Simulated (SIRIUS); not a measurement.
# Cr (Im-3m) in SIRIUS: a series of runs, part 2 of 4

SIRIUS 7.12.0. The steps go on from the part before.

### 3 Equation of state, RPBE, collinear spin, random start, 12.30 Å³/atom (volume scaled by 0.94)

Contents of sirius.json:

```json
{
  "control": {
    "processing_unit": "cpu",
    "std_evp_solver_name": "lapack",
    "gen_evp_solver_name": "lapack",
    "verbosity": 2,
    "print_forces": false,
    "ortho_rf": true,
    "use_second_variation": false,
    "rmt_max": 3.0,
    "num_bands_to_print": 17,
    "save_wf": true
  },
  "parameters": {
    "electronic_structure_method": "full_potential_lapwlo",
    "xc_functionals": ["XC_GGA_X_RPBE", "XC_GGA_C_PBE"],
    "core_relativity": "dirac",
    "valence_relativity": "iora",
    "num_fv_states": 17,
    "smearing": "fermi_dirac",
    "smearing_width": 0.0007349864,
    "pw_cutoff": 20,
    "gk_cutoff": 3.76,
    "lmax_apw": 10,
    "lmax_rho": 8,
    "lmax_pot": 8,
    "num_mag_dims": 1,
    "auto_rmt": 0,
    "ngridk": [12, 12, 12],
    "shiftk": [0, 0, 0],
    "num_dft_iter": 80,
    "energy_tol": 1e-07,
    "density_tol": 1e-05,
    "use_symmetry": true
  },
  "settings": {"tol_ne": 1e-10},
  "iterative_solver": {"type": "exact"},
  "mixer": {"type": "anderson", "beta": 0.4, "max_history": 8},
  "unit_cell": {
    "lattice_vectors": [
      [-0.577350269194, 0.577350269194, 0.577350269194],
      [0.577350269194, -0.577350269194, 0.577350269194],
      [0.577350269194, 0.577350269194, -0.577350269194]
    ],
    "atom_types": ["Cr"],
    "atom_files": {"Cr": "Cr.json"},
    "atoms": {"Cr": [[0.0, 0.0, 0.0, 0.0, 0.0, 2.24]]},
    "lattice_vectors_scale": 4.7595686141
  }
}
```

Contents of Cr.json:

```json
{
  "name": "chromium",
  "symbol": "Cr",
  "number": 24,
  "mass": 51.9961,
  "rmin": 1e-06,
  "rmt": 2.34,
  "nrmt": 800,
  "rinf": 17.91,
  "core": "1s2s2p",
  "valence": [
    {"basis": [{"enu": 0.15, "dme": 0, "n": 0, "auto": 0}, {"enu": 0.15, "dme": 1, "n": 0, "auto": 0}]},
    {"l": 0, "n": 1, "basis": [{"enu": 0.25, "dme": 0, "n": 0, "auto": 0}]},
    {"l": 1, "n": 2, "basis": [{"enu": 0.25, "dme": 0, "n": 0, "auto": 0}]},
    {"l": 2, "n": 3, "basis": [{"enu": 0.25, "dme": 0, "n": 0, "auto": 0}]},
    {"l": 3, "n": 4, "basis": [{"enu": 0.25, "dme": 0, "n": 0, "auto": 0}]},
    {"l": 4, "n": 5, "basis": [{"enu": 0.25, "dme": 0, "n": 0, "auto": 0}]},
    {"l": 5, "n": 6, "basis": [{"enu": 0.25, "dme": 0, "n": 0, "auto": 0}]}
  ],
  "lo": [
    {"l": 0, "basis": [{"enu": 0.25, "dme": 0, "n": 0, "auto": 0}, {"enu": 0.25, "dme": 1, "n": 0, "auto": 0}]},
    {
      "l": 0,
      "basis": [{"enu": -2.3326, "dme": 0, "n": 3, "auto": 1}, {"enu": -2.3326, "dme": 1, "n": 3, "auto": 1}]
    },
    {
      "l": 0,
      "basis": [{"enu": -2.3326, "dme": 1, "n": 3, "auto": 1}, {"enu": 0.25, "dme": 0, "n": 0, "auto": 0}]
    },
    {"l": 0, "basis": [{"enu": 0.25, "dme": 0, "n": 0, "auto": 0}, {"enu": 3.1721, "dme": 0, "n": 0, "auto": 0}]},
    {
      "l": 0,
      "basis": [{"enu": 3.1721, "dme": 0, "n": 0, "auto": 0}, {"enu": 8.2856, "dme": 0, "n": 0, "auto": 0}]
    },
    {"l": 1, "basis": [{"enu": 0.25, "dme": 0, "n": 0, "auto": 0}, {"enu": 0.25, "dme": 1, "n": 0, "auto": 0}]},
    {
      "l": 1,
      "basis": [{"enu": -1.2996, "dme": 0, "n": 3, "auto": 1}, {"enu": -1.2996, "dme": 1, "n": 3, "auto": 1}]
    },
    {
      "l": 1,
      "basis": [{"enu": -1.2996, "dme": 1, "n": 3, "auto": 1}, {"enu": 0.25, "dme": 0, "n": 0, "auto": 0}]
    },
    {"l": 1, "basis": [{"enu": 0.25, "dme": 0, "n": 0, "auto": 0}, {"enu": 3.6104, "dme": 0, "n": 0, "auto": 0}]},
    {
      "l": 1,
      "basis": [{"enu": 3.6104, "dme": 0, "n": 0, "auto": 0}, {"enu": 9.491, "dme": 0, "n": 0, "auto": 0}]
    },
    {"l": 2, "basis": [{"enu": 0.25, "dme": 0, "n": 0, "auto": 0}, {"enu": 0.25, "dme": 1, "n": 0, "auto": 0}]},
    {"l": 2, "basis": [{"enu": 0.25, "dme": 1, "n": 0, "auto": 0}, {"enu": 0.25, "dme": 2, "n": 0, "auto": 0}]},
    {"l": 2, "basis": [{"enu": 0.25, "dme": 0, "n": 0, "auto": 0}, {"enu": 3.099, "dme": 0, "n": 0, "auto": 0}]},
    {
      "l": 2,
      "basis": [{"enu": 3.099, "dme": 0, "n": 0, "auto": 0}, {"enu": 7.8473, "dme": 0, "n": 0, "auto": 0}]
    },
    {"l": 3, "basis": [{"enu": 0.25, "dme": 0, "n": 0, "auto": 0}, {"enu": 0.25, "dme": 1, "n": 0, "auto": 0}]},
    {"l": 3, "basis": [{"enu": 0.25, "dme": 1, "n": 0, "auto": 0}, {"enu": 0.25, "dme": 2, "n": 0, "auto": 0}]},
    {"l": 3, "basis": [{"enu": 0.25, "dme": 0, "n": 0, "auto": 0}, {"enu": 3.4277, "dme": 0, "n": 0, "auto": 0}]},
    {
      "l": 3,
      "basis": [{"enu": 3.4277, "dme": 0, "n": 0, "auto": 0}, {"enu": 8.724, "dme": 0, "n": 0, "auto": 0}]
    },
    {"l": 4, "basis": [{"enu": 0.25, "dme": 0, "n": 0, "auto": 0}, {"enu": 0.25, "dme": 1, "n": 0, "auto": 0}]},
    {"l": 4, "basis": [{"enu": 0.25, "dme": 0, "n": 0, "auto": 0}, {"enu": 3.7565, "dme": 0, "n": 0, "auto": 0}]},
    {"l": 5, "basis": [{"enu": 0.25, "dme": 0, "n": 0, "auto": 0}, {"enu": 0.25, "dme": 1, "n": 0, "auto": 0}]},
    {"l": 5, "basis": [{"enu": 0.25, "dme": 0, "n": 0, "auto": 0}, {"enu": 4.0852, "dme": 0, "n": 0, "auto": 0}]}
  ],
  "free_atom": [... radial grid and density of the free atom, the start of the SCF ...]
}
```

Contents of sirius_start.json:

```json
{
  "control": {
    "processing_unit": "cpu",
    "std_evp_solver_name": "lapack",
    "gen_evp_solver_name": "lapack",
    "verbosity": 1,
    "print_forces": false,
    "ortho_rf": true,
    "use_second_variation": false,
    "rmt_max": 3.0,
    "num_bands_to_print": 17,
    "save_wf": false
  },
  "parameters": {
    "electronic_structure_method": "full_potential_lapwlo",
    "xc_functionals": ["XC_LDA_X", "XC_LDA_C_PW"],
    "core_relativity": "dirac",
    "valence_relativity": "iora",
    "num_fv_states": 17,
    "smearing": "fermi_dirac",
    "smearing_width": 0.0055123983,
    "pw_cutoff": 20,
    "gk_cutoff": 3.01,
    "lmax_apw": 10,
    "lmax_rho": 8,
    "lmax_pot": 8,
    "num_mag_dims": 1,
    "auto_rmt": 0,
    "ngridk": [5, 5, 5],
    "shiftk": [0, 0, 0],
    "num_dft_iter": 30,
    "energy_tol": 0.01,
    "density_tol": 0.05,
    "use_symmetry": true
  },
  "settings": {"tol_ne": 1e-10},
  "iterative_solver": {"type": "exact"},
  "mixer": {"type": "anderson", "beta": 0.4, "max_history": 8},
  "unit_cell": {
    "lattice_vectors": [
      [-0.577350269194, 0.577350269194, 0.577350269194],
      [0.577350269194, -0.577350269194, 0.577350269194],
      [0.577350269194, 0.577350269194, -0.577350269194]
    ],
    "atom_types": ["Cr"],
    "atom_files": {"Cr": "Cr.json"},
    "atoms": {"Cr": [[0.0, 0.0, 0.0, 0.0, 0.0, 2.24]]},
    "lattice_vectors_scale": 4.7595686141
  }
}
```

Potentials or basis: all-electron FP-LAPW, apw+lo rich.

Started as:

```sh
$ OMP_NUM_THREADS=1 sirius.scf --input=sirius_start.json --output=start.json
$ OMP_NUM_THREADS=1 sirius.scf --input=sirius.json --output=output.json --task=1
```

Run time: 36 s. Hardware: 1 thread of Arm Neoverse V2, shared host; peak memory 0.5 GiB.

The run converged. Its results:

* Free energy: -28600.7133 eV
* Band gap on the k mesh: none (metal or under the smearing width)
* All electrons inside the program's atomic spheres: Cr 22.79 (radii Cr 2.34 bohr)

Caveat: the starting moments collapsed, and a magnetic state may lie lower.

### 4 Equation of state, RPBE, collinear spin, random start, 12.56 Å³/atom (volume scaled by 0.96)

Changes to sirius.json since step 3:

```diff
@@ -40,5 +40,5 @@
     "lattice_vectors": [
-      [-0.577350269194, 0.577350269194, 0.577350269194],
-      [0.577350269194, -0.577350269194, 0.577350269194],
-      [0.577350269194, 0.577350269194, -0.577350269194]
+      [-0.577350269191, 0.577350269191, 0.577350269191],
+      [0.577350269191, -0.577350269191, 0.577350269191],
+      [0.577350269191, 0.577350269191, -0.577350269191]
     ],
@@ -47,3 +47,3 @@
     "atoms": {"Cr": [[0.0, 0.0, 0.0, 0.0, 0.0, 2.24]]},
-    "lattice_vectors_scale": 4.7595686141
+    "lattice_vectors_scale": 4.7930878073
   }
```

Contents of Cr.json:

```json
{
  "name": "chromium",
  "symbol": "Cr",
  "number": 24,
  "mass": 51.9961,
  "rmin": 1e-06,
  "rmt": 2.34,
  "nrmt": 800,
  "rinf": 17.91,
  "core": "1s2s2p",
  "valence": [
    {"basis": [{"enu": 0.14, "dme": 0, "n": 0, "auto": 0}, {"enu": 0.14, "dme": 1, "n": 0, "auto": 0}]},
    {"l": 0, "n": 1, "basis": [{"enu": 0.24, "dme": 0, "n": 0, "auto": 0}]},
    {"l": 1, "n": 2, "basis": [{"enu": 0.24, "dme": 0, "n": 0, "auto": 0}]},
    {"l": 2, "n": 3, "basis": [{"enu": 0.24, "dme": 0, "n": 0, "auto": 0}]},
    {"l": 3, "n": 4, "basis": [{"enu": 0.24, "dme": 0, "n": 0, "auto": 0}]},
    {"l": 4, "n": 5, "basis": [{"enu": 0.24, "dme": 0, "n": 0, "auto": 0}]},
    {"l": 5, "n": 6, "basis": [{"enu": 0.24, "dme": 0, "n": 0, "auto": 0}]}
  ],
  "lo": [
    {"l": 0, "basis": [{"enu": 0.24, "dme": 0, "n": 0, "auto": 0}, {"enu": 0.24, "dme": 1, "n": 0, "auto": 0}]},
    {
      "l": 0,
      "basis": [{"enu": -2.3426, "dme": 0, "n": 3, "auto": 1}, {"enu": -2.3426, "dme": 1, "n": 3, "auto": 1}]
    },
    {
      "l": 0,
      "basis": [{"enu": -2.3426, "dme": 1, "n": 3, "auto": 1}, {"enu": 0.24, "dme": 0, "n": 0, "auto": 0}]
    },
    {"l": 0, "basis": [{"enu": 0.24, "dme": 0, "n": 0, "auto": 0}, {"enu": 3.1621, "dme": 0, "n": 0, "auto": 0}]},
    {
      "l": 0,
      "basis": [{"enu": 3.1621, "dme": 0, "n": 0, "auto": 0}, {"enu": 8.2756, "dme": 0, "n": 0, "auto": 0}]
    },
    {"l": 1, "basis": [{"enu": 0.24, "dme": 0, "n": 0, "auto": 0}, {"enu": 0.24, "dme": 1, "n": 0, "auto": 0}]},
    {
      "l": 1,
      "basis": [{"enu": -1.3096, "dme": 0, "n": 3, "auto": 1}, {"enu": -1.3096, "dme": 1, "n": 3, "auto": 1}]
    },
    {
      "l": 1,
      "basis": [{"enu": -1.3096, "dme": 1, "n": 3, "auto": 1}, {"enu": 0.24, "dme": 0, "n": 0, "auto": 0}]
    },
    {"l": 1, "basis": [{"enu": 0.24, "dme": 0, "n": 0, "auto": 0}, {"enu": 3.6004, "dme": 0, "n": 0, "auto": 0}]},
    {
      "l": 1,
      "basis": [{"enu": 3.6004, "dme": 0, "n": 0, "auto": 0}, {"enu": 9.481, "dme": 0, "n": 0, "auto": 0}]
    },
    {"l": 2, "basis": [{"enu": 0.24, "dme": 0, "n": 0, "auto": 0}, {"enu": 0.24, "dme": 1, "n": 0, "auto": 0}]},
    {"l": 2, "basis": [{"enu": 0.24, "dme": 1, "n": 0, "auto": 0}, {"enu": 0.24, "dme": 2, "n": 0, "auto": 0}]},
    {"l": 2, "basis": [{"enu": 0.24, "dme": 0, "n": 0, "auto": 0}, {"enu": 3.089, "dme": 0, "n": 0, "auto": 0}]},
    {
      "l": 2,
      "basis": [{"enu": 3.089, "dme": 0, "n": 0, "auto": 0}, {"enu": 7.8373, "dme": 0, "n": 0, "auto": 0}]
    },
    {"l": 3, "basis": [{"enu": 0.24, "dme": 0, "n": 0, "auto": 0}, {"enu": 0.24, "dme": 1, "n": 0, "auto": 0}]},
    {"l": 3, "basis": [{"enu": 0.24, "dme": 1, "n": 0, "auto": 0}, {"enu": 0.24, "dme": 2, "n": 0, "auto": 0}]},
    {"l": 3, "basis": [{"enu": 0.24, "dme": 0, "n": 0, "auto": 0}, {"enu": 3.4177, "dme": 0, "n": 0, "auto": 0}]},
    {
      "l": 3,
      "basis": [{"enu": 3.4177, "dme": 0, "n": 0, "auto": 0}, {"enu": 8.714, "dme": 0, "n": 0, "auto": 0}]
    },
    {"l": 4, "basis": [{"enu": 0.24, "dme": 0, "n": 0, "auto": 0}, {"enu": 0.24, "dme": 1, "n": 0, "auto": 0}]},
    {"l": 4, "basis": [{"enu": 0.24, "dme": 0, "n": 0, "auto": 0}, {"enu": 3.7465, "dme": 0, "n": 0, "auto": 0}]},
    {"l": 5, "basis": [{"enu": 0.24, "dme": 0, "n": 0, "auto": 0}, {"enu": 0.24, "dme": 1, "n": 0, "auto": 0}]},
    {"l": 5, "basis": [{"enu": 0.24, "dme": 0, "n": 0, "auto": 0}, {"enu": 4.0752, "dme": 0, "n": 0, "auto": 0}]}
  ],
  "free_atom": [... radial grid and density of the free atom, the start of the SCF ...]
}
```

Changes to sirius_start.json since step 3:

```diff
@@ -40,5 +40,5 @@
     "lattice_vectors": [
-      [-0.577350269194, 0.577350269194, 0.577350269194],
-      [0.577350269194, -0.577350269194, 0.577350269194],
-      [0.577350269194, 0.577350269194, -0.577350269194]
+      [-0.577350269191, 0.577350269191, 0.577350269191],
+      [0.577350269191, -0.577350269191, 0.577350269191],
+      [0.577350269191, 0.577350269191, -0.577350269191]
     ],
@@ -47,3 +47,3 @@
     "atoms": {"Cr": [[0.0, 0.0, 0.0, 0.0, 0.0, 2.24]]},
-    "lattice_vectors_scale": 4.7595686141
+    "lattice_vectors_scale": 4.7930878073
   }
```

Started as:

```sh
$ OMP_NUM_THREADS=1 sirius.scf --input=sirius_start.json --output=start.json
$ OMP_NUM_THREADS=1 sirius.scf --input=sirius.json --output=output.json --task=1
```

It took 39 s on 1 thread of Arm Neoverse V2, shared host; peak memory 0.51 GiB.

The run converged. Its results:

```
Free energy                                       : -28600.6935 eV
Band gap on the k mesh                            : none (metal or under the smearing width)
All electrons inside the program's atomic spheres : Cr 22.75 (radii Cr 2.34 bohr)
```

Caveat: the starting moments collapsed, and a magnetic state may lie lower.

### 5 Equation of state, RPBE, collinear spin, random start, 12.82 Å³/atom (volume scaled by 0.98)

Changes to sirius.json since step 4:

```diff
@@ -40,5 +40,5 @@
     "lattice_vectors": [
-      [-0.577350269191, 0.577350269191, 0.577350269191],
-      [0.577350269191, -0.577350269191, 0.577350269191],
-      [0.577350269191, 0.577350269191, -0.577350269191]
+      [-0.577350269185, 0.577350269185, 0.577350269185],
+      [0.577350269185, -0.577350269185, 0.577350269185],
+      [0.577350269185, 0.577350269185, -0.577350269185]
     ],
@@ -47,3 +47,3 @@
     "atoms": {"Cr": [[0.0, 0.0, 0.0, 0.0, 0.0, 2.24]]},
-    "lattice_vectors_scale": 4.7930878073
+    "lattice_vectors_scale": 4.8261446299
   }
```

Contents of Cr.json:

```json
{
  "name": "chromium",
  "symbol": "Cr",
  "number": 24,
  "mass": 51.9961,
  "rmin": 1e-06,
  "rmt": 2.34,
  "nrmt": 800,
  "rinf": 17.91,
  "core": "1s2s2p",
  "valence": [
    {"basis": [{"enu": 0.13, "dme": 0, "n": 0, "auto": 0}, {"enu": 0.13, "dme": 1, "n": 0, "auto": 0}]},
    {"l": 0, "n": 1, "basis": [{"enu": 0.23, "dme": 0, "n": 0, "auto": 0}]},
    {"l": 1, "n": 2, "basis": [{"enu": 0.23, "dme": 0, "n": 0, "auto": 0}]},
    {"l": 2, "n": 3, "basis": [{"enu": 0.23, "dme": 0, "n": 0, "auto": 0}]},
    {"l": 3, "n": 4, "basis": [{"enu": 0.23, "dme": 0, "n": 0, "auto": 0}]},
    {"l": 4, "n": 5, "basis": [{"enu": 0.23, "dme": 0, "n": 0, "auto": 0}]},
    {"l": 5, "n": 6, "basis": [{"enu": 0.23, "dme": 0, "n": 0, "auto": 0}]}
  ],
  "lo": [
    {"l": 0, "basis": [{"enu": 0.23, "dme": 0, "n": 0, "auto": 0}, {"enu": 0.23, "dme": 1, "n": 0, "auto": 0}]},
    {
      "l": 0,
      "basis": [{"enu": -2.3526, "dme": 0, "n": 3, "auto": 1}, {"enu": -2.3526, "dme": 1, "n": 3, "auto": 1}]
    },
    {
      "l": 0,
      "basis": [{"enu": -2.3526, "dme": 1, "n": 3, "auto": 1}, {"enu": 0.23, "dme": 0, "n": 0, "auto": 0}]
    },
    {"l": 0, "basis": [{"enu": 0.23, "dme": 0, "n": 0, "auto": 0}, {"enu": 3.1521, "dme": 0, "n": 0, "auto": 0}]},
    {
      "l": 0,
      "basis": [{"enu": 3.1521, "dme": 0, "n": 0, "auto": 0}, {"enu": 8.2656, "dme": 0, "n": 0, "auto": 0}]
    },
    {"l": 1, "basis": [{"enu": 0.23, "dme": 0, "n": 0, "auto": 0}, {"enu": 0.23, "dme": 1, "n": 0, "auto": 0}]},
    {
      "l": 1,
      "basis": [{"enu": -1.3196, "dme": 0, "n": 3, "auto": 1}, {"enu": -1.3196, "dme": 1, "n": 3, "auto": 1}]
    },
    {
      "l": 1,
      "basis": [{"enu": -1.3196, "dme": 1, "n": 3, "auto": 1}, {"enu": 0.23, "dme": 0, "n": 0, "auto": 0}]
    },
    {"l": 1, "basis": [{"enu": 0.23, "dme": 0, "n": 0, "auto": 0}, {"enu": 3.5904, "dme": 0, "n": 0, "auto": 0}]},
    {
      "l": 1,
      "basis": [{"enu": 3.5904, "dme": 0, "n": 0, "auto": 0}, {"enu": 9.471, "dme": 0, "n": 0, "auto": 0}]
    },
    {"l": 2, "basis": [{"enu": 0.23, "dme": 0, "n": 0, "auto": 0}, {"enu": 0.23, "dme": 1, "n": 0, "auto": 0}]},
    {"l": 2, "basis": [{"enu": 0.23, "dme": 1, "n": 0, "auto": 0}, {"enu": 0.23, "dme": 2, "n": 0, "auto": 0}]},
    {"l": 2, "basis": [{"enu": 0.23, "dme": 0, "n": 0, "auto": 0}, {"enu": 3.079, "dme": 0, "n": 0, "auto": 0}]},
    {
      "l": 2,
      "basis": [{"enu": 3.079, "dme": 0, "n": 0, "auto": 0}, {"enu": 7.8273, "dme": 0, "n": 0, "auto": 0}]
    },
    {"l": 3, "basis": [{"enu": 0.23, "dme": 0, "n": 0, "auto": 0}, {"enu": 0.23, "dme": 1, "n": 0, "auto": 0}]},
    {"l": 3, "basis": [{"enu": 0.23, "dme": 1, "n": 0, "auto": 0}, {"enu": 0.23, "dme": 2, "n": 0, "auto": 0}]},
    {"l": 3, "basis": [{"enu": 0.23, "dme": 0, "n": 0, "auto": 0}, {"enu": 3.4077, "dme": 0, "n": 0, "auto": 0}]},
    {
      "l": 3,
      "basis": [{"enu": 3.4077, "dme": 0, "n": 0, "auto": 0}, {"enu": 8.704, "dme": 0, "n": 0, "auto": 0}]
    },
    {"l": 4, "basis": [{"enu": 0.23, "dme": 0, "n": 0, "auto": 0}, {"enu": 0.23, "dme": 1, "n": 0, "auto": 0}]},
    {"l": 4, "basis": [{"enu": 0.23, "dme": 0, "n": 0, "auto": 0}, {"enu": 3.7365, "dme": 0, "n": 0, "auto": 0}]},
    {"l": 5, "basis": [{"enu": 0.23, "dme": 0, "n": 0, "auto": 0}, {"enu": 0.23, "dme": 1, "n": 0, "auto": 0}]},
    {"l": 5, "basis": [{"enu": 0.23, "dme": 0, "n": 0, "auto": 0}, {"enu": 4.0652, "dme": 0, "n": 0, "auto": 0}]}
  ],
  "free_atom": [... radial grid and density of the free atom, the start of the SCF ...]
}
```

Changes to sirius_start.json since step 4:

```diff
@@ -40,5 +40,5 @@
     "lattice_vectors": [
-      [-0.577350269191, 0.577350269191, 0.577350269191],
-      [0.577350269191, -0.577350269191, 0.577350269191],
-      [0.577350269191, 0.577350269191, -0.577350269191]
+      [-0.577350269185, 0.577350269185, 0.577350269185],
+      [0.577350269185, -0.577350269185, 0.577350269185],
+      [0.577350269185, 0.577350269185, -0.577350269185]
     ],
@@ -47,3 +47,3 @@
     "atoms": {"Cr": [[0.0, 0.0, 0.0, 0.0, 0.0, 2.24]]},
-    "lattice_vectors_scale": 4.7930878073
+    "lattice_vectors_scale": 4.8261446299
   }
```

Started as:

```sh
$ OMP_NUM_THREADS=1 sirius.scf --input=sirius_start.json --output=start.json
$ OMP_NUM_THREADS=1 sirius.scf --input=sirius.json --output=output.json --task=1
```

Run time: 43 s. Hardware: 1 thread of Arm Neoverse V2, shared host; peak memory 0.51 GiB.

Results (log left out):

```
Free energy                                       : -28600.6674 eV
Band gap on the k mesh                            : none (metal or under the smearing width)
All electrons inside the program's atomic spheres : Cr 22.71 (radii Cr 2.34 bohr)
```

Caveat: the starting moments collapsed, and a magnetic state may lie lower.

[end of part 2 of 4]
